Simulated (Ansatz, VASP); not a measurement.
## MgO: VASP beside Ansatz

INCAR

```
PREC = Accurate ; ENCUT = 600
EDIFF = 1E-6 ; ISMEAR = 0
SIGMA = 0.02 ; LREAL = F
LASPH = T ; NELM = 60
ALGO = Normal ; ISIF = 3
LWAVE = F ; LCHARG = F
GGA = PS ; IBRION = 2
NSW = 100 ; EDIFFG = -0.005
```

File KPOINTS:

```
Automatic mesh
0
Gamma
  9 9 6
```

File POSCAR:

```
MgO
1.0
    3.4863778627      0.0000000000      0.0000000000
   -1.7431889314      3.0192917963      0.0000000000
    0.0000000000      0.0000000000      4.1780412200
Mg O
2 2
Direct
    0.6666666700      0.3333333300      0.7500000000
    0.3333333300      0.6666666700      0.2500000000
    0.6666666700      0.3333333300      0.2500000000
    0.3333333300      0.6666666700      0.7500000000
```

Input for Ansatz:

```yaml
crystal:
  lattice:
    - [3.4863778627, 0.0, 0.0]
    - [-1.7431889314, 3.0192917963, 0.0]
    - [0.0, 0.0, 4.17804122]
  atoms:
    - { symbol: Mg, position: [0.66666667, 0.33333333, 0.75] }
    - { symbol: Mg, position: [0.33333333, 0.66666667, 0.25] }
    - { symbol: O, position: [0.66666667, 0.33333333, 0.25] }
    - { symbol: O, position: [0.33333333, 0.66666667, 0.75] }
basis:
  ecutwfc: 520.0
kpoints:
  mp_grid: { grid: [9, 9, 6] }
hamiltonian:
  xc: pbesol
  pseudopotentials: { kind: paw, azcp: { folder: soft_1 } }
scf:
  occupations: { method: gaussian, width: 0.02 }
output:
  forces: true
  stress: true
  eigenvalues: true
relax:
  adjacent_minimum: "off"
  f_tol: 0.005
  max_steps: 80
  cell: { stress_tol: 0.05 }
```

Measurements of this composition are mostly on another form, of space group No. 225.

Alike in both runs: task relaxation of cell and atoms; functional PBEsol; k mesh 9 × 9 × 6; occupations gaussian, width 0.02 eV; no spin polarisation.

|  | VASP | Ansatz |
| --- | --- | --- |
| version | VASP 6.6.1 | Ansatz 0.2.0 |
| potentials or method | VASP PAW PBE potentials, release 64 (Mg, O) | scalar-relativistic, plane waves, PAW |
| plane-wave cutoff (eV) | 600 | 520 |
| valence electrons in the cell | 16 | 32 |

```csv
,VASP,Ansatz,Ansatz less VASP
"gap on the k mesh at the Fermi level, each at its own relaxed structure (eV)",3.29,3.28,-0.015
relaxed volume (Å³/atom),11.04,11.09,+0.048
relaxed cell length with the largest relative difference (Å),4.187,4.195,+0.0081
```

The two sets of potentials don't hold the same shells in valence. Ansatz warned: «pseudo_functional_mismatch».

Caveats: the PAW data sets were made with another functional, which shifts forces and pressure a little (VASP).
